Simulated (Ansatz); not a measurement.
TiSi2 and the effect of the Hubbard U on Ti d

```
Ti Si
1.0
     1.76511   -6.75928    0.00000
     1.76511    6.75928    0.00000
     0.00000    0.00000    3.56517
Ti Si
2 4
Direct
  0.10312 0.89688 0.25000
  0.89688 0.10312 0.75000
  0.75031 0.24969 0.25000
  0.24969 0.75031 0.75000
  0.44175 0.55825 0.25000
  0.55825 0.44175 0.75000
```

The cell comes from a database or a generator and needn't be the stable form of this composition.

Kept alike: task projected density of states; functional PBEsol; k mesh 8 × 8 × 8; occupations fermi-dirac, width 0.05 eV; no spin polarisation. Program: Ansatz, Ansatz PAW, cutoff 420 eV. The mesh is that of the run's cell of 6 atoms. No spin-orbit coupling.

```csv
"Hubbard U on Ti d, U (eV)",pressure (GPa)
0,-2.18
1,-1.39
2,-0.56
3,0.32
4,1.27
5,2.33
6,3.68
8,7.98
```

Pressure is positive in compression, with a Pulay correction for the finite cutoff. U acts here on a shell without spin polarisation. For a metal such a mesh leaves the last digits unconverged. How U acts hangs on the program's projectors. All rows use potentials made for PBE. U is the effective U - J on orthogonalised atomic projectors. Double counting: fully localised limit (the default).

Question: What does the Hubbard U on Ti d change here?

Answer: The pressure rises from -2.18 to 7.98 GPa between 0 and 8 eV.
